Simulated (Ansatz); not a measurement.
Reaction (formal exchange of groups at the Si–C bond): `OC[SiH2][SiH3]` + `OC[SiH](O)S` → `O[SiH](S)[SiH2][SiH3]` + `OCCO`

Calculated with Ansatz (gas phase, PBE0-D4/def2-TZVP geometries, no zero-point term in ΔE). CCSD(T)/CBS is the MP2 limit (def2-TZVPP, def2-QZVPP) plus CCSD(T) − MP2 in def2-TZVPP, frozen cores. This one scheme is used for every species. DFT in def2-TZVPP. B3LYP here is the variant with VWN-RPA as its local correlation; programs differ in this. Each species was taken in one conformer, which may not be the lowest.

**Question.** Is it downhill or uphill in electronic energy at CCSD(T)/CBS, and by how much? (Best estimate.)

**Answer.** Computed: Downhill: ΔE = -18.5 kJ/mol.

**Question.** What do these levels give: PBE0-D4, B2PLYP, PBE, PBE0, B3LYP, MP2/def2-TZVPP, SCS-MP2/def2-TZVPP, HF/def2-QZVPP, MP2/def2-QZVPP, SCS-MP2/def2-QZVPP, HF/CBS(def2), MP2/CBS(def2)? (Estimate.)

**Answer.** The calculation gave: PBE0-D4 -24.5, B2PLYP -15.2, PBE -21.0, PBE0 -23.3, B3LYP -14.9, MP2/def2-TZVPP -15.7, SCS-MP2/def2-TZVPP -15.3, HF/def2-QZVPP -19.6, MP2/def2-QZVPP -14.8, SCS-MP2/def2-QZVPP -14.5, HF/CBS(def2) -19.5, MP2/CBS(def2) -14.8 kJ/mol.

Largest T1 diagnostic among the species: 0.013.
